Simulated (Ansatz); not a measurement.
Runs of Ansatz 0.2.0 on Mg. It takes space group P6_3/mmc (No. 194, hexagonal). The conventional cell has a = 3.209 Å, b = 3.209 Å, c = 5.210 Å, α = 90.00°, β = 90.00°, γ = 120.00°. Mg (site symmetry -6m2) is surrounded by 12 Mg at 3.20 to 3.21 Å. 

```tsv
task	level	k mesh	cutoff (eV)	smearing	atoms under strain	gap on the mesh (eV)	pressure (GPa)
single point	PBE	10 × 10 × 5	420	gaussian 0.05 eV	-	none	-0.4
single point	PBEsol	10 × 10 × 5	420	gaussian 0.1 eV	-	none	-1.0
single point	r2SCAN	10 × 10 × 5	500	tetrahedron	-	none	(a)
elastic constants	PBEsol	7 × 7 × 4	420	fermi-dirac 0.05 eV	relaxed	none	-0.9
```

Alike in all rows: potentials or basis Ansatz PAW; no spin polarisation; cell as given.

Estimate the missing entries.

(a) -1.3.

Caveats: the PAW data sets come from PBE, with cores solved anew for the run's functional, which leaves a small shift of forces and pressure (some runs); with tetrahedron occupations forces and stress needn't match the slope of the energy (some runs); the elastic tensor has a negative eigenvalue, so either the cell is unstable as it stands or the mesh is too thin (some runs).

A gap of «none» marks a metal or a gap under the smearing width.
